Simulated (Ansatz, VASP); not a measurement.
## Al in VASP and in Ansatz

INCAR

```
ALGO     = Normal         # electronic algorithm
EDIFF    = 1E-6           # SCF threshold, eV
ENCUT    = 520            # plane-wave cutoff, eV
GGA      = CA             # functional
ISIF     = 2              # what is computed and relaxed
ISMEAR   = 0              # smearing method
LASPH    = True           # aspherical terms in the spheres
LCHARG   = True           # write CHGCAR
LELF     = True           # ELF
LREAL    = False          # projectors in reciprocal space
LVHAR    = True         
LWAVE    = False          # write WAVECAR
NBANDS   = 10             # bands
NELM     = 60             # most SCF steps
PREC     = Accurate       # precision mode
SIGMA    = 0.05           # smearing width, eV
```

KPOINTS

```
k-points
0
Gamma
  12 12 6
```

POSCAR

```
Al
1.0
    2.7744441918      0.0000000000      0.0000000000
   -1.3872225891      2.4027396674      0.0000000000
    0.0000000000      0.0000000000      4.8010736936
Al
2
Direct
    0.6666666667      0.3333333333      0.7500000000
    0.3333333333      0.6666666667      0.2500000000
```

Input for Ansatz:

```yaml
crystal:
  lattice:
    - [2.7744441918044407, 0.0, 0.0]
    - [-1.3872225891446353, 2.4027396674158417, 0.0]
    - [0.0, 0.0, 4.801073693582099]
  atoms:
    - { symbol: Al, position: [0.6666666666666666, 0.3333333333333333, 0.75] }
    - { symbol: Al, position: [0.3333333333333333, 0.6666666666666666, 0.25] }
basis:
  ecutwfc: 462.593566181796
kpoints:
  mp_grid:
    grid: [12, 12, 6]
hamiltonian:
  xc: lda
scf:
  occupations:
    method: gaussian
    width: 0.05
output:
  stress: true
```

This isn't the form of Al at room conditions, which is fcc.

Alike in both runs: task single point; functional LDA; k mesh 12 × 12 × 6; occupations gaussian, width 0.05 eV; no spin polarisation.

```csv
,VASP,Ansatz
version,VASP 6.6.1,Ansatz 0.2.0
potentials or method,"VASP PAW LDA potentials, release 64 (Al)","plane waves, PAW"
plane-wave cutoff (eV),520,463
valence electrons in the cell,6,6
```

|  | VASP | Ansatz | Ansatz less VASP |
| --- | --- | --- | --- |
| pressure (GPa) | -0.2 | -0.3 | -0.08 |
| largest component of the traceless stress (GPa) | 2.73 | 2.71 | -0.019 |
